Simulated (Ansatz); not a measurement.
# MgSe: the cost of one run

Method: reference: DFT, HSE06, plane waves, PAW, in Ansatz 0.2.0.

3 further runs of the same task are left out: 3 that didn't finish.

**1. The structure to begin with**

The structure is cubic, space group Fm-3m (No. 225). The conventional cell has a = 5.473 Å, b = 5.473 Å, c = 5.473 Å, α = 90.00°, β = 90.00°, γ = 90.00°. Mg (site symmetry m-3m) has 6 Se at 2.74 Å as nearest neighbours. Se (site symmetry m-3m) has 6 Mg at 2.74 Å as nearest neighbours.

As a file:

```cif
data_structure
_symmetry_space_group_name_H-M 'Fm-3m'
_symmetry_Int_Tables_number 225
_cell_length_a 5.4725
_cell_length_b 5.4725
_cell_length_c 5.4725
_cell_angle_alpha 90.000
_cell_angle_beta 90.000
_cell_angle_gamma 90.000
_cell_volume 163.90
loop_
_atom_site_label
_atom_site_type_symbol
_atom_site_symmetry_multiplicity
_atom_site_Wyckoff_symbol
_atom_site_fract_x
_atom_site_fract_y
_atom_site_fract_z
_atom_site_occupancy
Mg1 Mg 4 a 0.00000 0.00000 0.00000 1
Se1 Se 4 b 0.50000 0.00000 0.00000 1
```

**2. Reference**

Input file input.yaml:

```yaml
crystal:
  lattice:
    - [0.0, 2.7362693762, 2.7362693762]
    - [2.7362693762, 0.0, 2.7362693762]
    - [2.7362693762, 2.7362693762, 0.0]
  atoms:
    - { symbol: Mg, position: [0.0, 0.0, 0.0] }
    - { symbol: Se, position: [0.5, 0.5, 0.5] }
kpoints:
  mp_grid: { grid: [4, 4, 4] }
hamiltonian:
  xc: hse06
scf:
  occupations: { method: fixed }
  n_extra_bands: 4
output:
  forces: true
  stress: true
  eigenvalues: true
  write_density: true
  write_potential: true
  elf: true
  volumetric_format: npy
```

Started as:

```bash
ansatz run input.yaml --threads 4 --pin off --max-ram 3686MiB --backend cpu --events-out ev --progress --plain --runs-dir out
```

What time and memory should one allow on 4 threads of an Arm CPU, shared host?

About 6.8 s, with a peak of 0.59 GiB.
